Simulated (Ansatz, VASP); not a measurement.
## One calculation of InP, two programs

```xyz
2
Lattice="0.0000 2.9735 2.9735 2.9735 0.0000 2.9735 2.9735 2.9735 0.0000" Properties=species:S:1:pos:R:3 pbc="T T T"
In    0.0000    0.0000    0.0000
P     1.4867    1.4867    1.4867
```

Alike in both runs: functional r2SCAN; k mesh 8 × 8 × 8; occupations fermi-dirac, width 0.02 eV; no spin polarisation.

Ansatz relaxed the structure, and its values are those at the end. VASP's run is a single point on that final structure, the one shown.

|  | VASP | Ansatz |
| --- | --- | --- |
| version | VASP 6.6.1 | Ansatz 0.2.0 |
| potentials or method | VASP PAW PBE potentials, release 64 (In_d, P) | PAW plane waves |
| plane-wave cutoff (eV) | 520 | 500 |
| valence electrons in the cell | 18 | 18 |

|  | VASP | Ansatz | Ansatz less VASP |
| --- | --- | --- | --- |
| gap on the k mesh at the Fermi level (eV) | 0.91 | 0.91 | -0.007 |
| pressure (GPa) | -1.4 | -1.3 | +0.11 |

Ansatz warned: «stress_scf_threshold_loose».

Caveats: the PAW data sets were made with another functional, which shifts forces and pressure a little (VASP); spin-orbit coupling is left out, which moves the levels of the heavy elements. r2SCAN opens gaps a little over a GGA but as a rule still falls short of measured ones.
